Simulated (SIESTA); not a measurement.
SnO2 (Cassiterite) under changes of volume

One of the cells (11.922 Å³/atom); the others are scaled copies at fixed shape and fractional positions:

```
CELL_PARAMETERS angstrom
4.73800 0.00000 0.00000
0.00000 4.73800 0.00000
0.00000 0.00000 3.18650
ATOMIC_POSITIONS crystal
Sn 0.50000 0.50000 0.50000
Sn 0.00000 0.00000 0.00000
O 0.80710 0.19290 0.50000
O 0.69290 0.69290 0.00000
O 0.19290 0.80710 0.50000
O 0.30710 0.30710 0.00000
```

- Program: SIESTA 5.4.2
- Functional: LDA
- Potentials or basis: PseudoDojo 0.4 standard (LDA files)
- Basis: DZP (energy shift 0.003 Ry; two zetas on semicore shells)
- Grid cutoff: 800 Ry
- Energy shift: 0.003 Ry
- k mesh: 4 × 4 × 6
- Occupations: fermi-dirac, width 0.05 eV
- Spin: no spin polarisation

```tsv
volume (Å³/atom)	energy over the lowest point (meV/atom)	pressure (GPa)	gap on the mesh (eV)	largest force (eV/Å)
11.207	62.00	21.5	1.66	0.456
11.445	?	?	?	?
11.684	15.65	10.1	1.15	0.246
11.922	4.39	5.2	0.91	0.155
12.161	0.00	0.9	0.68	0.068
12.399	1.71	-3.0	0.46	0.010
12.637	8.85	-6.5	0.26	0.081
```

Problem. What does the run at 11.445 Å³/atom give?

Solution. Energy over the lowest point 34.57 meV/atom; pressure 15.5 GPa; gap on the mesh 1.40 eV; largest force 0.347 eV/Å.

Worked out: A Birch-Murnaghan fit of order 3 (a polynomial in V^(-2/3)) to the other rows has its minimum at 12.21 Å³/atom with B0 = V·E''(V) = 205 GPa and B' = 4.7 at fixed shape and positions, which overstates the stiffness. It gives 34.58 meV/atom at 11.445 Å³/atom, against the run's 34.57, and -dE/dV = 15.5 GPa, against 15.5. A parabola through the other rows of the gap, of slope -12.3 eV per unit of ln V (its deformation potential) there, gives 1.40 eV, against the run's 1.40.

Energies are extrapolated to zero smearing.

Caveats: spin-orbit coupling is left out, which moves the levels of the heavy elements; the basis of atomic orbitals isn't converged, which shifts pressures, moduli and gaps.
